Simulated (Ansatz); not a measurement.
Zincblende SnTe, relaxed with r2SCAN, was run in Ansatz under altered settings. All numbers are computed, without spin polarisation but where a row says otherwise.

```yaml
crystal:
  lattice:
    - [0.00000, 3.58398, 3.58398]
    - [3.58398, 0.00000, 3.58398]
    - [3.58398, 3.58398, 0.00000]
  atoms:
    - { symbol: Sn, position: [0.00000, 0.00000, 0.00000] }
    - { symbol: Te, position: [0.25000, 0.25000, 0.25000] }
```

The base run's other keys:
```yaml
kpoints:
  mp_grid: { grid: [4, 4, 4] }
hamiltonian:
  xc: hse06
scf:
  occupations: { method: fermi_dirac, width: 0.02 }
  n_extra_bands: 4
```

It takes 17 iterations with 1807 plane waves at 420 eV and 8 k points, and leaves a mean stress of -0.02 GPa. The gap over this mesh is 0.307 eV. It ran on 4 threads of Arm Neoverse N1 (shared host).

Outcomes, with energy and stress as changes against the base:

| setting | outcome | ΔF (meV/atom) | Δ mean stress (GPa) | gap on the mesh (eV) | iterations | wall time |
| --- | --- | --- | --- | --- | --- | --- |
| PBE hybrid, exx coeff 0.05, omega 0.3 1/Å | converged | – | +0.2 | 0.063 | 15 | 17 s |
| PBE hybrid, exx coeff 0.4, omega 0.3 1/Å | converged | – | -0.2 | 0.328 | 20 | 21 s |
| PBE hybrid, exx coeff 0.3, omega 0.3 1/Å | converged | – | 0.0 | 0.245 | 19 | 19 s |
| basis.ecutwfc: 300 | converged, warned | +44 | 0.0 | 0.306 | 18 | 11 s |

A dash marks a value that wasn't obtained or can't be compared. Stress is positive in compression. The base took 18 s.

- PBE hybrid, exx coeff 0.05, omega 0.3 1/Å. That is 5 % exact exchange, screened with ω = 0.3 1/Å, against HSE06's 25 % screened at 0.208 1/Å. The mean stress moves by +0.2 GPa and the gap on the mesh by -0.244 eV (to 0.063). Totals of different functionals aren't comparable.
- PBE hybrid, exx coeff 0.4, omega 0.3 1/Å. That is 40 % exact exchange, screened with ω = 0.3 1/Å, against HSE06's 25 % screened at 0.208 1/Å. The mean stress moves by -0.2 GPa and the gap on the mesh by +0.021 eV (to 0.328). Totals of different functionals aren't comparable.
- PBE hybrid, exx coeff 0.3, omega 0.3 1/Å. That is 30 % exact exchange, screened with ω = 0.3 1/Å, against HSE06's 25 % screened at 0.208 1/Å. The mean stress moves by 0.0 GPa and the gap on the mesh by -0.062 eV (to 0.245). Totals of different functionals aren't comparable.
- basis.ecutwfc: 300. 1067 plane waves in place of 1807. The free energy moves by +44 meV an atom, the mean stress by 0.0 GPa and the gap on the mesh by -0.001 eV (to 0.306). The basis is too small: these are errors of the cutoff. Warned: cutoff below recommended.

Spin-orbit coupling is left out, which matters wherever the heavy atoms make up the band edges.

The stress of a hybrid is loosely converged in these runs.

Gaps or overlaps of about a tenth of an eV are at the limit of these meshes: between the points read a gap can be smaller or closed.

The meshes of the hybrids are coarse, so their gaps aren't converged to the digits shown.
